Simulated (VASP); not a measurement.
# GaN (Fm-3m) in VASP: further runs, part 3 of 3

VASP 6.6.1. The steps go on from the part before.

## 4. Band structure, TB-mBJ

POSCAR

```
GaN
1.0
    0.0000000000      2.1108000000      2.1108000000
    2.1108000000      0.0000000000      2.1108000000
    2.1108000000      2.1108000000      0.0000000000
Ga N
1 1
Direct
    0.0000000000      0.0000000000      0.0000000000
    0.5000000000      0.5000000000      0.5000000000
```

INCAR.step1

```
SYSTEM = GaN
ALGO = Normal
EDIFF = 1E-5
ENCUT = 520
GGA = PE
ISIF = 2
ISMEAR = 0
LASPH = .True.
LCHARG = .False.
LREAL = .False.
LWAVE = .True.
NBANDS = 16
NELM = 60
PREC = Accurate
SIGMA = 0.02
```

INCAR.step2

```
SYSTEM = GaN
ALGO = Normal
EDIFF = 1E-6
ENCUT = 520
ISIF = 2
ISMEAR = 0
ISTART = 1
LASPH = .True.
LCHARG = .False.
LREAL = .False.
LWAVE = .False.
METAGGA = MBJ
NBANDS = 16
NELM = 60
PREC = Accurate
SIGMA = 0.02
```

KPOINTS

```
k-points
0
Gamma
  14 14 14
  0 0 0
```

KPOINTS_OPT

```
path GXWKGLUWLK,UX
15
line-mode
reciprocal
 0.0000000000  0.0000000000  0.0000000000  G
 0.5000000000  0.0000000000  0.5000000000  X

 0.5000000000  0.0000000000  0.5000000000  X
 0.5000000000  0.2500000000  0.7500000000  W

 0.5000000000  0.2500000000  0.7500000000  W
 0.3750000000  0.3750000000  0.7500000000  K

 0.3750000000  0.3750000000  0.7500000000  K
 0.0000000000  0.0000000000  0.0000000000  G

 0.0000000000  0.0000000000  0.0000000000  G
 0.5000000000  0.5000000000  0.5000000000  L

 0.5000000000  0.5000000000  0.5000000000  L
 0.6250000000  0.2500000000  0.6250000000  U

 0.6250000000  0.2500000000  0.6250000000  U
 0.5000000000  0.2500000000  0.7500000000  W

 0.5000000000  0.2500000000  0.7500000000  W
 0.5000000000  0.5000000000  0.5000000000  L

 0.5000000000  0.5000000000  0.5000000000  L
 0.3750000000  0.3750000000  0.7500000000  K

 0.6250000000  0.2500000000  0.6250000000  U
 0.5000000000  0.0000000000  0.5000000000  X
```

Potentials or basis: VASP PAW PBE potentials, release 64 (Ga_d, N).

Command:

```console
$ cat potpaw_PBE.64/Ga_d/POTCAR potpaw_PBE.64/N/POTCAR > POTCAR
$ cp INCAR.step1 INCAR
$ mpirun -np 1 vasp_std > vasp.out
$ cp INCAR.step2 INCAR
$ mpirun -np 1 vasp_std > vasp.out
```

OUTCAR:

```text
SYSTEM = GaN
   EDIFF = 1E-6
   ENCUT = 520
   ISIF = 2
   ISMEAR = 0
   ISTART = 1
   LASPH = .True.
   LREAL = .False.
   METAGGA = MBJ
   NELM = 60
   PREC = Accurate

 ion  position               nearest neighbor table
   1  0.000  0.000  0.000-   2 2.11   2 2.11   2 2.11   2 2.11   2 2.11   2 2.11
   2  0.500  0.500  0.500-   1 2.11   1 2.11   1 2.11   1 2.11   1 2.11   1 2.11

  LATTYP: Found a face centered cubic cell.
 ALAT       =     4.2216000000

  Lattice vectors:

[... 194 lines left out ...]
      6      -5.5751      2.00000
[... 433 lines left out ...]
      3      -5.6849      2.00000
      4      -5.6258      2.00000
      5      -5.4747      2.00000
      6      -5.4674      2.00000
[... 8 lines left out ...]
     15      28.9607      0.00000
     16      29.6204      0.00000

 [... further k-points ...]
[... 5 lines left out ...]
  --------------------------------------------------------------------------------------
  -------------------------------------------------------------------------------------
  Total     -110.0603772   -110.0603772   -110.0603772      0.0000000      0.0000000     -0.0000000
  in kB    -9374.9795076  -9374.9795076  -9374.9795076      0.0000000      0.0000000     -0.0000000
  external PRESSURE =   -9374.9795076 kB  Pullay stress =       0.0000000 kB

 VOLUME and BASIS-vectors are now :
 -----------------------------------------------------------------------------
  energy-cutoff  :      520.00
  volume of cell :       18.81
      direct lattice vectors                 reciprocal lattice vectors
     0.000000000  2.110800000  2.110800000    -0.236877013  0.236877013  0.236877013
     2.110800000  0.000000000  2.110800000     0.236877013 -0.236877013  0.236877013
     2.110800000  2.110800000  0.000000000     0.236877013  0.236877013 -0.236877013

 POSITION                                       TOTAL-FORCE (eV/Angst)
 -----------------------------------------------------------------------------------
      0.00000      0.00000      0.00000        -0.000000     -0.000000     -0.000000
      2.11080      2.11080      2.11080         0.000000      0.000000      0.000000
 -----------------------------------------------------------------------------------
    total drift:                                0.000000     -0.000000     -0.000000

  FREE ENERGIE OF THE ION-ELECTRON SYSTEM (eV)
  ---------------------------------------------------
  free  energy   TOTEN  =       107.2498353405 eV

  energy  without entropy=      107.2498353405  energy(sigma->0) =      107.24983534
```

OUTCAR.step1:

```text
SYSTEM = GaN
   EDIFF = 1E-5
   ENCUT = 520
   GGA = PE
   ISIF = 2
   ISMEAR = 0
[... 680 lines left out ...]
      0.00000      0.00000      0.00000        -0.000000     -0.000000     -0.000000
      2.11080      2.11080      2.11080         0.000000      0.000000      0.000000
 -----------------------------------------------------------------------------------
    total drift:                                0.000000     -0.000000     -0.000000

  FREE ENERGIE OF THE ION-ELECTRON SYSTEM (eV)
  ---------------------------------------------------
  free  energy   TOTEN  =       -11.1888664427 eV

  energy  without entropy=      -11.1888664427  energy(sigma->0) =      -11.18886644
```

OSZICAR.step1:

```text
N       E                     dE             d eps       ncg     rms          rms(c)
DAV:   1     0.743768629588E+02    0.74377E+02   -0.91448E+03  3816   0.211E+03
DAV:   2    -0.841364001859E+01   -0.82791E+02   -0.76613E+02  3760   0.321E+02
DAV:   3    -0.129749413771E+02   -0.45613E+01   -0.45451E+01  3888   0.641E+01
DAV:   4    -0.130167487205E+02   -0.41807E-01   -0.41802E-01  4112   0.637E+00
DAV:   5    -0.130171980882E+02   -0.44937E-03   -0.44937E-03  3928   0.619E-01    0.736E+00
DAV:   6    -0.112116224785E+02    0.18056E+01   -0.43444E+00  4888   0.400E+01    0.239E+00
DAV:   7    -0.112036599965E+02    0.79625E-02   -0.22739E-01  3944   0.518E+00    0.157E+00
DAV:   8    -0.111906963656E+02    0.12964E-01   -0.31784E-02  3840   0.214E+00    0.523E-01
DAV:   9    -0.111888683545E+02    0.18280E-02   -0.66708E-03  4048   0.193E+00    0.115E-01
DAV:  10    -0.111888738937E+02   -0.55392E-05   -0.59517E-04  3904   0.304E-01    0.206E-02
DAV:  11    -0.111888664427E+02    0.74510E-05   -0.46609E-05  3904   0.750E-02
   1 F= -.11188866E+02 E0= -.11188866E+02  d E =-.754900E-44
```

Run time: 76 s. Hardware: 1 thread of Intel Xeon 6975P-C (Granite Rapids), shared host; peak memory 0.18 GiB.

Results:

* Band gap on the k mesh: 2.29 eV, indirect (least direct gap 4.00 eV)
* Band gap along the path: 2.28 eV, indirect (least direct gap 4.00 eV)

Levels at the corners of the path, in eV from the valence-band top:
```
point  band 6  band 7  band 8  band 9  band 10  band 11  band 12  band 13
    Γ  -13.72   -0.56   -0.56   -0.56     3.44    15.35    15.35    15.36
    X  -11.40   -6.67   -2.90   -2.90     2.28     8.81    13.62    16.56
    X  -11.40   -6.67   -2.90   -2.90     2.28     8.81    13.62    16.56
    W  -11.69   -4.99   -4.99   -3.95     6.41    11.49    11.53    11.53
    W  -11.69   -4.99   -4.99   -3.95     6.41    11.49    11.53    11.53
    K  -11.84   -5.74   -5.15   -1.99     4.67    10.08    12.63    14.30
    K  -11.84   -5.74   -5.15   -1.99     4.67    10.08    12.63    14.30
    Γ  -13.72   -0.56   -0.56   -0.56     3.44    15.35    15.35    15.36
    Γ  -13.72   -0.56   -0.56   -0.56     3.44    15.35    15.35    15.36
    L  -13.55   -7.59   -0.14   -0.14     5.85    10.46    10.46    11.18
    L  -13.55   -7.59   -0.14   -0.14     5.85    10.46    10.46    11.18
    U  -11.84   -5.74   -5.15   -1.99     4.67    10.08    12.63    14.30
    U  -11.84   -5.74   -5.15   -1.99     4.67    10.08    12.63    14.30
    W  -11.69   -4.99   -4.99   -3.95     6.41    11.49    11.53    11.53
    W  -11.69   -4.99   -4.99   -3.95     6.41    11.49    11.53    11.53
    L  -13.55   -7.59   -0.14   -0.14     5.85    10.46    10.46    11.18
    L  -13.55   -7.59   -0.14   -0.14     5.85    10.46    10.46    11.18
    K  -11.84   -5.74   -5.15   -1.99     4.67    10.08    12.63    14.30
    U  -11.84   -5.74   -5.15   -1.99     4.67    10.08    12.63    14.30
    X  -11.40   -6.67   -2.90   -2.90     2.28     8.81    13.62    16.56
```

Caveat: the PAW data sets were made with another functional, which shifts forces and pressure a little.

## 5. Summary

```csv
level,gap on the mesh (eV)
PBEsol,0.53
r2SCAN,1.13
TB-mBJ,2.29
```

Alike in all rows: task band structure; potentials or basis VASP PAW PBE potentials, release 64 (Ga_d, N); no spin polarisation; cell as given; k mesh 14 × 14 × 14; cutoff (eV) 520; smearing gaussian 0.02 eV.

On the cell as given the gap runs from 0.53 eV (PBEsol) to 2.28 eV (TB-mBJ).

Caveats: the PAW data sets were made with another functional, which shifts forces and pressure a little.

Absolute energies hang on the potentials; compare differences alone.
